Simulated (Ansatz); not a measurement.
## Sn: energy along a strain

Sn, Fd-3m, a = 6.542 Å. Ansatz: PBEsol, PAW, 420 eV, Γ-centred 16×16×16 mesh on 2 atoms, Gaussian smearing 0.15 eV; no spin polarisation. Cell vectors (Å): 0.000 3.271 3.271; 3.271 0.000 3.271; 3.271 3.271 0.000. The cell is strained by x per cent times the pattern (1 0 0 0 0 0) in the order xx yy zz yz xz xy (engineering shears), with fractional coordinates held. y is the free energy over the start, V0 = 34.991 Å³/atom.

| x (%) | y (meV/atom) |
| --- | --- |
| -6.00 | ? |
| -4.50 | 13.96 |
| -3.00 | 6.04 |
| -1.50 | 1.43 |
| 0.00 | 0.00 |
| 1.50 | 1.61 |
| 3.00 | 6.12 |
| 4.50 | 13.37 |
| 5.25 | 17.97 |
| 6.00 | 23.21 |

Problem. Fit y = c1 x + c2 x² + c3 x³ to the other rows, get the stiffness along the pattern, and predict the missing energy.

Solution. Least squares on the rows shown. y = 0.078643 x + 0.67479 x² − 0.0071828 x³. The clamped-ion stiffness p·C·p = 2 × 6.748 eV × 160.2 / 34.991 Å³ = 62 GPa, which is C11 in these axes; c1 is there for the stress left in the start, which by itself gives a slope of 0.08 meV/atom per %. At x = -6.00 the fit asked for gives 25.37 meV/atom. The run gave 25.33 meV/atom, so the fit is 0.04 meV/atom too high, a small miss on the scale of the series.